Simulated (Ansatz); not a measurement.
WSe₂ (3R-MoS2 type) was relaxed with 3 functionals in the PAW code Ansatz, cell and atoms free, the symmetry of the start kept (meshes: PBE-D3(BJ) 8×8×8, r2SCAN+rVV10 8×8×8, PBE-D4 8×8×8). Values at 0 K without nuclear motion; spin polarisation is off, and the phase may be a hypothetical one.

The r2SCAN+rVV10 result:
```yaml
crystal:
  lattice:
    - [1.65107, 0.95325, 6.57965]
    - [-1.65107, 0.95325, 6.57965]
    - [0.00000, -1.90650, 6.57965]
  atoms:
    - { symbol: W, position: [0.99998, 0.99998, 0.99998] }
    - { symbol: Se, position: [0.41765, 0.41765, 0.41765] }
    - { symbol: Se, position: [0.24903, 0.24903, 0.24903] }
```

It is trigonal, R3m (No. 160); conventional cell a = 3.302 Å, c = 19.739 Å, 20.71 Å³ an atom. Around W lie 6 Se at 2.53 Å; around Se lie 3 W at 2.53 Å.

(1) What lattice does PBE-D3(BJ) give?

(2) How does the cell change with PBE-D4?

Results:

(1) a = 3.284 Å, c = 19.140 Å; the volume differs by -4.1 % from r2SCAN+rVV10's. W is surrounded by 6 Se at 2.53 Å; Se is surrounded by 3 W at 2.53 Å.

(2) a = 3.283 Å, c = 19.228 Å; the volume differs by -3.7 % from r2SCAN+rVV10's. W is surrounded by 6 Se at 2.53–2.54 Å; Se is surrounded by 3 W at 2.54 Å; Se is surrounded by 3 W at 2.53 Å.
